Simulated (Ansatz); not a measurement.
# F: the band gap up the ladder of functionals

An exercise on one series of results from a longer session: the logs are not shown, and one member is left open.

Code: Ansatz 0.2.0. PAW datasets, plane waves. Spin-unpolarised throughout; all numbers are computed.

### Starting point

The cell was relaxed beforehand with r2SCAN+rVV10.

It is orthorhombic, Cmce (No. 64); a = 4.946 Å, b = 3.221 Å, c = 6.545 Å in the conventional setting, 13.03 Å³ an atom. Around F lie 1 F at 1.40 Å.

Structure file:

Space group Cmce (No. 64). a = 4.946 Å, b = 3.221 Å, c = 6.545 Å, α = 90.00°, β = 90.00°, γ = 90.00°
| atom | site | symmetry | x | y | z |
| --- | --- | --- | --- | --- | --- |
| F | 8f | m.. | 0.5000 | 0.5946 | 0.0964 |

Set-up of the first run:

input.yaml

```yaml
crystal:
  lattice:
    - [2.4728542882, -1.6104303596, 0.0]
    - [2.4728542882, 1.6104303596, 0.0]
    - [0.0, 0.0, 6.5449700122]
  atoms:
    - { symbol: F, position: [0.9054155717, 0.0945844283, 0.096391269] }
    - { symbol: F, position: [0.5945844283, 0.4054155717, 0.596391269] }
    - { symbol: F, position: [0.4054155717, 0.5945844283, 0.403608731] }
    - { symbol: F, position: [0.0945844283, 0.9054155717, 0.903608731] }
kpoints:
  mp_grid: { grid: [10, 10, 4] }
  band_path:
    path:
      - [[0.0, 0.0, 0.0], [0.5, 0.5, 0.0], [0.3560295343312, 0.6439704656688, 0.0]]
      - [[-0.3560295343312, 0.3560295343312, 0.0], [0.0, 0.0, 0.0], [0.0, 0.0, 0.5], [-0.3560295343312, 0.3560295343312, 0.5]]
      - [[0.3560295343312, 0.6439704656688, 0.5], [0.5, 0.5, 0.5], [0.5, 0.5, 0.0]]
      - [[0.0, 0.0, 0.0], [-8.272434378385e-18, 0.5, 0.0], [-8.272434378385e-18, 0.5, 0.5], [0.0, 0.0, 0.5], [0.5, 0.5, 0.5]]
    npoints: 10
hamiltonian:
  xc: pbe
scf:
  occupations: { method: fermi_dirac, width: 0.02 }
  n_extra_bands: 5
output:
  forces: true
  stress: true
  eigenvalues: true
  write_density: true
  write_potential: true
  elf: true
  volumetric_format: npy
```

Launch:

```
$ ansatz run input.yaml --threads 2 --pin off --max-ram 2211MiB --backend cpu --events-out ev --progress --plain --runs-dir out
```

Among the steps run: PBE bands along the symmetry lines; Single point with r2SCAN; Single point with HSE06; Single point with PBE0; Single point with LDA; Quasiparticle levels, G0W0@PBE; DDH-PBE0 at the same geometry; Hartree-Fock at the same geometry; r2SCANh.

One of the session's tables, all rows but one given; the rest of the session is left out.

```
       level  gap (eV)
         PBE      2.94
      r2SCAN      3.79
       HSE06      6.15
        PBE0         ?
         LDA      2.69
    DDH-PBE0     10.93
Hartree-Fock     19.08
     r2SCANh      5.29
```

Estimate the missing values for PBE0.

As computed: gap (eV): 6.96. In the column «gap (eV)» it lies between HSE06 (6.15) and DDH-PBE0 (10.93).

Meshes: PBE 10×10×4, r2SCAN 10×10×4, HSE06 6×6×4, PBE0 6×6×4, LDA 10×10×4, DDH-PBE0 6×6×4, Hartree-Fock 6×6×4, r2SCANh 6×6×4

Against HSE06, PBE is short by 3.21 eV, at 48 % of it, and r2SCAN 62 %. PBE0 lies 0.81 eV above HSE06, which differs from it by screening the long-range exchange.

Limits of these values: Warnings in the runs' records: stress exchange threshold loose, stress scf threshold loose, qp edge doubted.
